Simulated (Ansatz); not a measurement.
Computed with Ansatz, not measured. Plane-wave DFT: an element X is put into a periodic supercell of the crystal below and the atoms relax. X is one of the candidates, and is told by the neutral defect's formation energy over the elements (uncorrected), its moments where the run had spin, and its relaxed neighbours, eight at most.

```
cell
1.0
     0.0000    2.7350    2.7350
     2.7350    0.0000    2.7350
     2.7350    2.7350    0.0000
Si
2
Direct
  0.2500 0.2500 0.2500
  0.0000 0.0000 0.0000
```

| quantity | value |
| --- | --- |
| host atoms in supercell | 32 |
| functional | PBE |
| wave cutoff | 420 eV |
| k mesh | 2, 2, 2 |
| k shift | 0.5, 0.5, 0.5 mesh steps |
| gaussian smearing | 0.02 eV |
| start displacement | 0 angstrom |
| electrons started on | no chosen atoms |
| candidate elements | C, N, Na, Al, Ti, Zr |
| found formation energy | 1.592 eV |
| found largest move from host sites | 0.335 angstrom |

| supercell vector | supercell times a (host cell vectors) | supercell times b (host cell vectors) | supercell times c (host cell vectors) |
| --- | --- | --- | --- |
| A | -1 | -1 | -1 |
| B | -1 | -1 | 3 |
| C | -1 | 3 | -1 |

| change element | change kind | change place a (host cell vectors) | change place b (host cell vectors) | change place c (host cell vectors) |
| --- | --- | --- | --- | --- |
| X | on Si | -1.75 | 0.25 | 1.25 |

```json
{"found neighbour element": "Si", "found neighbour distance (angstrom)": "2.034"}
{"found neighbour element": "Si", "found neighbour distance (angstrom)": "2.034"}
{"found neighbour element": "Si", "found neighbour distance (angstrom)": "2.034"}
{"found neighbour element": "Si", "found neighbour distance (angstrom)": "2.034"}
```

Problem. Which element is X?

Solution. C.

Caveats: the atoms kept the symmetry of the start, so a distorted state could lie lower; the supercell is small.
